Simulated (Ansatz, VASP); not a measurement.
## Two plane-wave programs on Hf3N2

Contents of INCAR:

```
PREC     = Accurate       # precision mode
ENCUT    = 520            # plane-wave cutoff, eV
EDIFF    = 1E-6           # SCF threshold, eV
ISMEAR   = 0              # smearing method
SIGMA    = 0.1            # smearing width, eV
LREAL    = F              # projectors in reciprocal space
LASPH    = T              # aspherical terms in the spheres
NELM     = 80             # most SCF steps
ALGO     = Normal         # electronic algorithm
ISIF     = 2              # what is computed and relaxed
LWAVE    = F              # write WAVECAR
LCHARG   = F              # write CHGCAR
GGA      = PS             # functional
NBANDS   = 28             # bands
```

Contents of KPOINTS:

```
regular mesh
0
Gamma
  6 6 6
```

Contents of POSCAR:

```
Hf3N2
1.0
    1.5994260774      0.9234290764      7.7548432223
   -1.5994260774      0.9234290764      7.7548432223
    0.0000000000     -1.8468581527      7.7548432223
Hf N
3 2
Direct
    0.7794186600      0.7794186600      0.7794186600
    0.2205813400      0.2205813400      0.2205813400
    0.0000000000      0.0000000000      0.0000000000
    0.6119155300      0.6119155300      0.6119155300
    0.3880844700      0.3880844700      0.3880844700
```

Input for Ansatz:

```yaml
crystal:
  lattice:
    - [1.5994260774, 0.9234290764, 7.7548432223]
    - [-1.5994260774, 0.9234290764, 7.7548432223]
    - [0.0, -1.8468581527, 7.7548432223]
  atoms:
    - { symbol: Hf, position: [0.77941866, 0.77941866, 0.77941866] }
    - { symbol: Hf, position: [0.22058134, 0.22058134, 0.22058134] }
    - { symbol: Hf, position: [0.0, 0.0, 0.0] }
    - { symbol: "N", position: [0.61191553, 0.61191553, 0.61191553] }
    - { symbol: "N", position: [0.38808447, 0.38808447, 0.38808447] }
basis:
  ecutwfc: 420
kpoints:
  mp_grid: { grid: [6, 6, 6] }
hamiltonian:
  xc: pbesol
scf:
  occupations: { method: gaussian, width: 0.1 }
output:
  forces: true
  stress: true
  eigenvalues: true
```

The cell comes from a database or a generator and needn't be the stable form of this composition.

Alike in both runs: task single point; functional PBEsol; k mesh 6 × 6 × 6; occupations gaussian, width 0.1 eV; no spin polarisation.

|  | VASP | Ansatz |
| --- | --- | --- |
| version | VASP 6.6.1 | Ansatz 0.2.0 |
| potentials or method | VASP PAW PBE potentials, release 64 (Hf_pv, N) | scalar-relativistic, plane waves, PAW |
| plane-wave cutoff (eV) | 520 | 420 |
| valence electrons in the cell | 40 | 88 |

|  | VASP | Ansatz | Ansatz less VASP |
| --- | --- | --- | --- |
| gap on the k mesh at the Fermi level (eV) | none | none | - |
| pressure (GPa) | -3.7 | -2.3 | +1.39 |
| largest component of the traceless stress (GPa) | 0.41 | 0.53 | +0.115 |
| rms of the force components (eV/Å) | 0.150 | 0.136 | -0.0142 |

Atom by atom the forces differ by 0.029 eV/Å (rms over components). A gap of «none» marks a metal or a gap that the smearing closes. The two sets of potentials don't hold the same shells in valence.

Caveats: the k mesh is coarse (spacing up to 0.38 Å⁻¹), so the values aren't converged; the PAW data sets were made with another functional, which shifts forces and pressure a little (VASP). The runs have no spin-orbit coupling, so splittings on Hf are missing.
